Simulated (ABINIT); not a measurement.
Crystal: KTaO3.

```
Ta K O
1.0
     3.98830    0.00000    0.00000
     0.00000    3.98830    0.00000
     0.00000    0.00000    3.98830
Ta K O
1 1 3
Direct
  0.00000 0.00000 0.00000
  0.50000 0.50000 0.50000
  0.00000 0.00000 0.50000
  0.00000 0.50000 0.00000
  0.50000 0.00000 0.00000
```

Base run:

| Quantity | Value |
| --- | --- |
| Program | ABINIT 10.8.3 (patched build) |
| Functional | WC |
| Potentials or basis | JTH PAW PBE v2.0 |
| Cutoff | 626 eV |
| k mesh | 7 × 7 × 7 |
| Occupations | fermi-dirac, width 0.05 eV |
| Spin | no spin polarisation |

Its results: band gap on the k mesh 2.16 eV, indirect (least direct gap 2.72 eV); pressure -0.1 GPa.

Problem. The run is repeated on the same cell with these changes: functional from WC to AM05. What comes out?

Solution. Band gap on the k mesh 2.15 eV, indirect (least direct gap 2.71 eV); pressure 0.6 GPa.

Caveats: the PAW data sets were made with another functional, which shifts forces and pressure a little; spin-orbit coupling is left out, which moves the levels of the heavy elements; the atomic spheres overlap.

A k mesh can miss the band edges.
